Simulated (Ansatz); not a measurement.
## Ti started on a Si site and Ti started on a Si site, 4.50 Å apart on the ideal sites in diamond Si, 64 atoms, charge 0

All numbers come from Ansatz (PAW, plane waves, no spin–orbit coupling) at the single k point (¼, ¼, ¼) without its symmetry partners. The atoms were relaxed with PBEsol in a fixed cell; other functionals are single points on those atoms unless said otherwise. The valence top and gap of the host come from its small cell on a dense mesh, with the band extrema sought between the mesh points, lined up by the mean potential, PBEsol gap 0.46 eV, HSE06 gap 1.13 eV.

Cell: a = 10.866 Å, b = 10.866 Å, c = 10.866 Å, α = 90.00°, β = 90.00°, γ = 90.00°.

Nearest atoms after relaxation, from the placed atom (for vacancies from the middle of the vacant sites): Si at 2.43 Å, Si at 2.43 Å, Si at 2.43 Å, Si at 2.71 Å, Si at 3.07 Å, Si at 3.07 Å, Si at 3.10 Å, Si at 3.57 Å.

Chemical potentials μ are those of reference phases of the elements at zero temperature by the same functional (the usual solids, diamond for C, grey Sn, and the molecules H2, N2, O2, F2, Cl2, Br2 and S8).

| functional | E(defect) − E(host) − Σ nμ + q·E_VBM (eV) | monopole (eV) | alignment (eV) | formation energy at E_F = VBM (eV) | moment (μB) | wall time, shared host |
| --- | --- | --- | --- | --- | --- | --- |
| PBEsol | 4.00 | 0.00 | 0.00 | 4.00 | 0 (no spin) | 30 s on NVIDIA H100 (relaxation) |

(1) Estimate the formation energy and moment that HSE06 gives on these atoms.

HSE06 one-electron levels near the gap (the ten most localised at most), from the host's valence top:

| level (eV) | spin | filling | atoms sharing it | element of the atom with most weight |
| --- | --- | --- | --- | --- |
| -0.29 | both | 2.00 | 42.4 | spread |
| 1.29 | both | 0.00 | 46.2 | spread |
| 1.36 | both | 0.00 | 28.2 | spread |
| 1.38 | both | 0.00 | 53.2 | spread |

The runs had no spin; a d shell or close levels can favour a state with a moment.

One k point and a cell of this size can leave errors of several tenths of an eV in such numbers.

Results:

(1) 4.50 eV at E_F = VBM, moment 0 (no spin).
